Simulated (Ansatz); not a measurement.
CsBr (CsCl type, space group No. 221), a = b = c = 4.2421 Å, α = β = γ = 90.00°.

Relaxed with PBEsol. Independent-particle spectrum: no excitons, no local fields, no scissors shift; 0.1 eV broadening; ε₁ of the summed bands alone.

Tabulate the dielectric function from the program Ansatz at the PBEsol level (PAW).



```
E (eV)  ε₁ xx  ε₂ xx
------  -----  -----
0.0      3.46   0.00
0.4      3.47   0.00
0.8      3.49   0.00
1.2      3.52   0.00
1.6      3.57   0.00
2.0      3.63   0.00
2.4      3.71   0.00
2.8      3.82   0.00
3.2      3.97   0.00
3.6      4.17   0.00
4.0      4.45   0.00
4.4      4.98   0.03
4.8      5.56   0.53
5.2      5.90   1.02
5.6      6.71   2.05
6.0      7.08   4.16
6.4      4.34   5.99
6.8      1.52   5.71
7.2      2.09   3.36
7.6      2.48   3.19
8.0      3.56   4.51
8.4      1.02   6.55
8.8     -0.94   3.25
9.2      0.00   1.83
9.6      0.48   1.41
10.0     1.05   1.09
10.4     1.57   1.03
10.8     2.35   0.91
11.2     3.24   1.78
11.6     3.39   2.89
12.0     2.33   5.00
```

From ε at 5.9 eV (xx: 7.09 + 3.47i), find n, k, the normal reflectivity and the absorption coefficient.

n = 2.74, k = 0.634, R = 24 %, α = 2kE/ħc = 380000 cm⁻¹.

With all bands, ε∞ without local fields is 3.51. DFPT, with local fields, gives 3.19.

Space group Pm-3m (CsCl type). Symmetry was held in the PBEsol relaxation; of distortions, only those at the zone centre were tested. Scalar-relativistic: spin–orbit coupling is off unless named, which matters more the heavier the elements.

Potentials: the later of the program's two PAW sets.
